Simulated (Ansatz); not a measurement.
Here is an Ansatz 0.2.0 calculation.

File input.yaml:

```yaml
crystal:
  lattice:
    - [3.2093, 0.0, 0.0]
    - [-1.60465, 2.7793353284, 0.0]
    - [0.0, 0.0, 5.2103]
  atoms:
    - { symbol: Mg, position: [0.664348, 0.342756, 0.751525] }
    - { symbol: Mg, position: [0.347581, 0.678251, 0.251433] }
kpoints:
  mp_grid: { grid: [7, 7, 4] }
scf:
  occupations: { method: gaussian, width: 0.05 }
hamiltonian:
  xc: pbesol
  dispersion: d3bj
  pseudopotentials: { kind: all_electron, lapw: { basis_error: 0.001 } }
output:
  forces: true
  stress: true
elastic:
  mode: relaxed_ion
  stencil: two_point
```

Potentials or basis: all-electron LAPW, scalar-relativistic.

The run is started by

```bash
$ ansatz run input.yaml --threads 1 --pin off --max-ram 3072MiB --backend cpu --events-out ev --progress --plain --runs-dir out
```

**Question.** What does it give for the pressure?

**Answer.** -2.8 GPa.

**Question.** Estimate the band gap on the k mesh.

**Answer.** None (metal or under the smearing width).

Stress tensor (GPa, compression positive):
```
-3.84  0.00  0.00
 0.00 -3.84  0.00
 0.00  0.00 -0.74
```

Caveat: a metal's response needs a denser mesh; this version of the program is known to err on some quantities of such runs, which are left out of the summary and shouldn't be taken from the log; pairwise dispersion overbinds metals, which lowers pressure and volume.
